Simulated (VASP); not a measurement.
# Zn (P6_3/mmc) in VASP: notebook

Runs on Zn. Level: PBE. Tasks: relaxation of cell and atoms.

Everything below comes from runs of VASP 6.6.1. Logs are shortened: lines on timing, memory, paths and dates and some standing lists are left out, and cuts for length are marked.

### 1 Starting point

The structure is hexagonal, space group P6_3/mmc (No. 194). The conventional cell has a = 2.670 Å, b = 2.670 Å, c = 4.966 Å, α = 90.00°, β = 90.00°, γ = 120.00°. Zn (site symmetry -6m2) is surrounded by 12 Zn at 2.67 to 2.92 Å.

### 2 Relaxation of cell and atoms, PBE

Input file INCAR:

```
PREC = Accurate
ENCUT = 600
EDIFF = 1E-6
ISMEAR = 1
SIGMA = 0.1
LREAL = F
LASPH = T
NELM = 80
ALGO = Normal
ISIF = 3
LWAVE = F
LCHARG = F
GGA = PE
IBRION = 2
NSW = 90
EDIFFG = -0.01
```

Input file KPOINTS:

```
regular mesh
0
Gamma
  21 21 9
```

Input file POSCAR:

```
Zn
1.0
    2.6700000000      0.0000000000      0.0000000000
   -1.3350000000      2.3122878281      0.0000000000
    0.0000000000      0.0000000000      4.9660000000
Zn
2
Direct
    0.3333333333      0.6666666667      0.2500000000
    0.6666666667      0.3333333333      0.7500000000
```

Potentials or basis: VASP PAW PBE potentials, release 64 (Zn).

On the command line:

```
> cat potpaw_PBE.64/Zn/POTCAR > POTCAR
> mpirun -np 1 vasp_std > vasp.out
```

OUTCAR:

```text
PREC = Accurate
   ENCUT = 600
   EDIFF = 1E-6
   ISMEAR = 1
   LREAL = F
   LASPH = T
   NELM = 80
   ISIF = 3
   GGA = PE
   IBRION = 2
   NSW = 90
   EDIFFG = -0.01

 ion  position               nearest neighbor table
   1  0.333  0.667  0.250-   2 2.92   2 2.92   2 2.92   2 2.92   2 2.92   2 2.92
   2  0.667  0.333  0.750-   1 2.92   1 2.92   1 2.92   1 2.92   1 2.92   1 2.92

  LATTYP: Found a hexagonal cell.
 ALAT       =     2.6700000000
 C/A-ratio  =     1.8599250936

  Lattice vectors:

 A1 = (   2.6700000000,   0.0000000000,   0.0000000000)
 A2 = (  -1.3350000000,   2.3122878281,   0.0000000000)
 A3 = (   0.0000000000,   0.0000000000,   4.9660000000)

Analysis of symmetry for initial positions (statically):
=====================================================================
 Subroutine PRICEL returns:
 Original cell was already a primitive cell.

 Routine SETGRP: Setting up the symmetry group for a
 hexagonal supercell.

 Subroutine GETGRP returns: Found 24 space group operations
 (whereof 12 operations were pure point group operations)
 out of a pool of 24 trial point group operations.

The static configuration has the point symmetry D_3d.
 The point group associated with its full space group is D_6h.

Analysis of symmetry for dynamics (positions and initial velocities):
=====================================================================
 Subroutine PRICEL returns:
 Original cell was already a primitive cell.

 Routine SETGRP: Setting up the symmetry group for a
 hexagonal supercell.

 Subroutine GETGRP returns: Found 24 space group operations
 (whereof 12 operations were pure point group operations)
 out of a pool of 24 trial point group operations.

The dynamic configuration has the point symmetry D_3d.
 The point group associated with its full space group is D_6h.

 Subroutine INISYM returns: Found 24 space group operations
 (whereof 12 operations are pure point group operations),
 and found     1 'primitive' translations

----------------------------------------------------------------------------------------

                                     Primitive cell

  volume of cell :      30.6591

  direct lattice vectors                    reciprocal lattice vectors
     2.670000000  0.000000000  0.000000000     0.374531835  0.216236056  0.000000000
    -1.335000000  2.312287828  0.000000000     0.000000000  0.432472112  0.000000000
     0.000000000  0.000000000  4.966000000     0.000000000  0.000000000  0.201369311

  length of vectors
     2.670000000  2.670000000  4.966000000     0.432472112  0.432472112  0.201369311

  position of ions in fractional coordinates (direct lattice)
     0.333333333  0.666666667  0.250000000
     0.666666667  0.333333333  0.750000000

  ion indices of the primitive-cell ions
   primitive index   ion index
                 1           1
                 2           2

----------------------------------------------------------------------------------------

 KPOINTS: regular mesh

Automatic generation of k-mesh.
 Grid dimensions read from file:
 generate k-points for:   21   21    9

 Generating k-lattice:

  Cartesian coordinates                     Fractional coordinates (reciprocal lattice)
     0.017834849  0.010296955  0.000000000     0.047619048  0.000000000  0.000000000
     0.000000000  0.020593910  0.000000000     0.000000000  0.047619048  0.000000000
     0.000000000  0.000000000  0.022374368     0.000000000  0.000000000  0.111111111

  Length of vectors
     0.020593910  0.020593910  0.022374368

  Shift w.r.t. Gamma in fractional coordinates (k-lattice)
     0.000000000  0.000000000  0.000000000

 Subroutine IBZKPT returns following result:
 ===========================================

 Found    240 irreducible k-points:

 Following reciprocal coordinates:
            Coordinates               Weight
  0.000000  0.000000  0.000000      1.000000
  0.047619  0.000000  0.000000      6.000000
  0.095238  0.000000  0.000000      6.000000
  0.142857  0.000000  0.000000      6.000000
  0.190476  0.000000  0.000000      6.000000
  0.238095  0.000000  0.000000      6.000000
[... 16 lines left out ...]
  0.142857  0.095238  0.000000     12.000000
  0.190476  0.095238  0.000000     12.000000
 [... further k-points ...]
   k-points           NKPTS =    240   k-points in BZ     NKDIM =    240   number of bands    NBANDS=     16
   number of dos      NEDOS =    301   number of ions     NIONS =      2
   total plane-waves  NPLWV =  23040
   dimension x,y,z NGX =    24 NGY =   24 NGZ =   40
   dimension x,y,z NGXF=    48 NGYF=   48 NGZF=   80
   ions per type =               2
   NGX,Y,Z   is equivalent  to a cutoff of  14.94, 14.94, 13.39 a.u.
   NGXF,Y,Z  is equivalent  to a cutoff of  29.89, 29.89, 26.78 a.u.
 SYSTEM =  unknown system
   PREC   = accura    normal or accurate (medium, high low for compatibility)
   ISTART =      0    job   : 0-new  1-cont  2-samecut
   ICHARG =      2    charge: 1-file 2-atom 10-const
   ISPIN  =      1    spin polarized calculation?
   LNONCOLLINEAR =      F non collinear calculations
   LSORBIT =      F    spin-orbit coupling
   LASPH  =      T    aspherical Exc in radial PAW
   ENCUT  =  600.0 eV  44.10 Ry    6.64 a.u.   5.33  5.33  9.92*2*pi/ulx,y,z
   NELM   =     80;   NELMIN=  2; NELMDL= -5     # of ELM steps
   EDIFF  = 0.1E-05   stopping-criterion for ELM
   LREAL  =      F    real-space projection
   EDIFFG = -.1E-01   stopping-criterion for IOM
   NSW    =     90    number of steps for IOM
   IBRION =      2    ionic relax: 0-MD 1-quasi-New 2-CG
   NFREE  =      1    steps in history (QN), initial steepest desc. (CG)
   ISIF   =      3    stress and relaxation
   ISYM   =      2    0-nonsym 1-usesym 2-fastsym
   POTIM  = 0.5000    time-step for ionic-motion
   TEBEG  =    0.0;   TEEND  =   0.0 temperature during run
   PSTRESS=    0.0 pullay stress
   NELECT =      24.0000    total number of electrons
   NUPDOWN=      -1.0000    fix difference up-down
   EMIN   =  10.00;   EMAX   =-10.00  energy-range for DOS
   EFERMI =   0.00;   METHOD = LEGACY
   ISMEAR =     1;   SIGMA  =   0.10  broadening in eV -4-tet -1-fermi 0-gaus
   EFERMI_NEDOS =   21; number of points for ismear=-14 and -15
   IALGO  =     38    algorithm
   IMIX   =      4    mixing-type and parameters
     AMIX     =   0.40;   BMIX     =  1.00
     AMIX_MAG =   1.60;   BMIX_MAG =  1.00
  volume/ion in A,a.u.               =      15.33       103.45
  Fermi-wavevector in a.u.,A,eV,Ry     =   1.508778  2.851177 30.972445  2.276410
  Thomas-Fermi vector in A             =   2.619187
   LORBIT       =      0    0 simple, 1 ext, 2 COOP (PROOUT), +10 PAW based schemes
   GGA     = PE    functional components
   LHFCALC =     F    Hartree Fock is set to
   AEXX    =    0.0000 exact exchange contribution
   IVDW    =     0    specifies the selected vdW correction
   LEPSILON=     F    determine dielectric tensor
   LRPA    =     F    only Hartree local field effects (RPA)
 conjugate gradient relaxation of ions
 non-spin polarized calculation
 Methfessel and Paxton  Order N= 1 SIGMA  =   0.10
  energy-cutoff  :      600.00
  volume of cell :       30.66
 maximum number of plane-waves:      1064
 NGX is ok and might be reduce to    24
   NGX = 11   NGY = 11   NGZ = 19

--------------------------------------- Ionic step        1  -------------------------------------------

 number of electron      24.0000003 magnetization

 Free energy of the ion-electron system (eV)
  ---------------------------------------------------
  ext. energy  EPLUGINS =         0.00000000
  ---------------------------------------------------
  free energy    TOTEN  =        -2.20949677 eV

  energy without entropy =       -2.20908459  energy(sigma->0) =       -2.20935938

------------------------ aborting loop because EDIFF is reached ----------------------------------------

  FORCE on cell =-STRESS in cart. coord.  units (eV):
  Direction    XX          YY          ZZ          XY          YZ          ZX
  --------------------------------------------------------------------------------------
  -------------------------------------------------------------------------------------
  Total       -0.2637975     -0.2637975      0.1491261      0.0000000     -0.0000000      0.0000000
  in kB      -13.7854615    -13.7854615      7.7929944      0.0000000     -0.0000000      0.0000000
  external PRESSURE =      -6.5926429 kB  Pullay stress =       0.0000000 kB
[... 89 lines left out ...]
  FREE ENERGIE OF THE ION-ELECTRON SYSTEM (eV)
  ---------------------------------------------------
  free  energy   TOTEN  =        -2.2123259075 eV

  energy  without entropy=       -2.2122198428  energy(sigma->0) =       -2.21229055

[... ionic steps 4 to 8 ...]

--------------------------------------- Ionic step        9  -------------------------------------------

 number of electron      23.9999983 magnetization

------------------------ aborting loop because EDIFF is reached ----------------------------------------

  FORCE on cell =-STRESS in cart. coord.  units (eV):
  Direction    XX          YY          ZZ          XY          YZ          ZX
  --------------------------------------------------------------------------------------
  -------------------------------------------------------------------------------------
  Total       -0.0822645     -0.0822645     -0.0184452      0.0000000      0.0000000      0.0000000
  in kB       -4.2723108     -4.2723108     -0.9579315      0.0000000      0.0000000      0.0000000
  external PRESSURE =      -3.1675177 kB  Pullay stress =       0.0000000 kB
[... 57 lines left out ...]
  energy  without entropy=       -2.2137256442  energy(sigma->0) =       -2.21408762

--------------------------------------- Ionic step       11  -------------------------------------------

 number of electron      23.9999982 magnetization

 Free energy of the ion-electron system (eV)
  ---------------------------------------------------
  ext. energy  EPLUGINS =         0.00000000
  ---------------------------------------------------
  free energy    TOTEN  =        -2.21443211 eV

  energy without entropy =       -2.21381237  energy(sigma->0) =       -2.21422553

 E-fermi :   2.9182     XC(G=0): -11.4722

 val. band max:        2.9137280635   @ k =   0.3333   0.1429   0.1111
 cond. band min:       2.9247873456   @ k =   0.3810   0.2381   0.4444
 fundamental gap:      0.0110592821
 Fermi energy:         2.9182327363

 k-point     1 :       0.0000    0.0000    0.0000
  band No.  band energies     occupation
      1      -7.2983      2.00000
      2      -5.6413      2.00000
      3      -4.9356      2.00000
      4      -4.6629      2.00000
      5      -4.6629      2.00000
      6      -4.6240      2.00000
[... 8 lines left out ...]
     15      18.9168      0.00000
     16      21.1987      0.00000
[... 420 lines left out ...]
  band No.  band energies     occupation
      1      -5.5849      2.00000
      2      -5.1150      2.00000
      3      -4.8309      2.00000
      4      -4.7632      2.00000
      5      -4.7548      2.00000
      6      -4.6071      2.00000
[... 8 lines left out ...]
     15      13.5270      0.00000
     16      15.9405      0.00000

 [... further k-points ...]

------------------------ aborting loop because EDIFF is reached ----------------------------------------

  FORCE on cell =-STRESS in cart. coord.  units (eV):
  Direction    XX          YY          ZZ          XY          YZ          ZX
  --------------------------------------------------------------------------------------
  -------------------------------------------------------------------------------------
  Total        0.0119759      0.0119759      0.0120989      0.0000000      0.0000000      0.0000000
  in kB        0.6227221      0.6227221      0.6291180      0.0000000      0.0000000      0.0000000
  external PRESSURE =       0.6248541 kB  Pullay stress =       0.0000000 kB
[... 17 lines left out ...]
  FREE ENERGIE OF THE ION-ELECTRON SYSTEM (eV)
  ---------------------------------------------------
  free  energy   TOTEN  =        -2.2144321100 eV

  energy  without entropy=       -2.2138123690  energy(sigma->0) =       -2.21422553

 reached required accuracy - stopping structural energy minimisation
```

Run time: 3.9 min. Hardware: 1 thread of Intel Xeon 6975P-C (Granite Rapids), shared host; peak memory 0.26 GiB.

Results:

- Free energy: -2.2144 eV
- Relaxed volume: 15.41 Å³/atom
- Relaxed cell: a = 2.637 Å, b = 2.637 Å, c = 5.118 Å, α = 90.00°, β = 90.00°, γ = 120.00°
- Space group after relaxing (to 0.05 Å): P6_3/mmc (No. 194)
- Energy gained by relaxing: 2.5 meV/atom
- Ionic steps: 11
- Pressure after relaxing: 0.1 GPa
- Band gap on the k mesh: none (metal or under the smearing width)

Step by step:
| step | energy change (eV) | largest force (eV/Å) | pressure (GPa) | volume (Å³) |
| --- | --- | --- | --- | --- |
| 1 | 0.0000 | 0.0000 | -0.66 | 30.66 |
| 2 | -0.0026 | 0.0000 | 0.29 | 30.38 |
| 3 | -0.0028 | 0.0000 | 0.45 | 30.30 |
| 4 | -0.0028 | 0.0000 | 0.74 | 30.27 |
| 5 | -0.0028 | 0.0000 | 0.45 | 30.29 |
| 6 | -0.0028 | 0.0000 | 0.58 | 30.28 |
| 7 | -0.0038 | 0.0000 | 0.25 | 30.44 |
| 8 | -0.0042 | 0.0000 | 0.08 | 30.58 |
| 9 | -0.0048 | 0.0000 | -0.32 | 30.85 |
| 10 | -0.0048 | 0.0000 | 0.28 | 30.77 |
| 11 | -0.0049 | 0.0000 | 0.06 | 30.81 |

Final structure:
```yaml
crystal:
  lattice:
    - [2.63674, 0.00000, 0.00000]
    - [-1.31837, 2.28349, 0.00000]
    - [0.00000, 0.00000, 5.11751]
  atoms:
    - { symbol: Zn, position: [0.33333, 0.66667, 0.25000] }
    - { symbol: Zn, position: [0.66667, 0.33333, 0.75000] }
```

PBE usually gives volumes a little too large and moduli too small. Zero-point motion and thermal expansion aren't in these numbers.

### 3 Relaxation of cell and atoms, PBE

This run uses another cell than the first one, of 15.41 Å³/atom, 1.005 times its volume.

Changes to INCAR since step 2:

```diff
@@ -2,3 +2,3 @@
 ENCUT = 600
-EDIFF = 1E-6
+EDIFF = 1E-7
 ISMEAR = 1
@@ -15,2 +15,2 @@
 NSW = 90
-EDIFFG = -0.01
+EDIFFG = -0.005
```

KPOINTS is that of step 2.

Input file POSCAR:

```
Zn                                      
1.0
    2.6367437199      0.0000000000      0.0000000000
   -1.3183718599      2.2834870447     -0.0000000000
   -0.0000000000     -0.0000000000      5.1175093550
  Zn            
     2
Direct
     0.3333333332999970    0.6666666667000030    0.2500000000000000
     0.6666666667000030    0.3333333332999970    0.7500000000000000
```

Potentials or basis: VASP PAW PBE potentials, release 64 (Zn).

On the command line:

```
> cat potpaw_PBE.64/Zn/POTCAR > POTCAR
> mpirun -np 1 vasp_std > vasp.out
```

Wall time 42 s (1 thread of Intel Xeon 6975P-C (Granite Rapids), shared host); peak memory 0.25 GiB.

The run converged. Its results:

| Property | Result |
| --- | --- |
| Free energy | -2.2145 eV |
| Pressure after relaxing | 0.0 GPa |
| Band gap on the k mesh | none (metal or under the smearing width) |

Final structure:
```
Zn
1.0
     2.63674    0.00000    0.00000
    -1.31837    2.28349    0.00000
     0.00000    0.00000    5.11751
Zn
2
Direct
  0.33333 0.66667 0.25000
  0.66667 0.33333 0.75000
```

Levels at points of the mesh, in eV from the Fermi level:
| k point | band 8 | band 9 | band 10 | band 11 | band 12 | band 13 | band 14 | band 15 | band 16 |
| --- | --- | --- | --- | --- | --- | --- | --- | --- | --- |
| (0.00, 0.00, 0.00) | -7.16 | -7.16 | -7.00 | -7.00 | -3.65 | -3.44 | 12.17 | 16.00 | 18.28 |

Caveat: the relaxation stopped at its first step, so nothing moved.
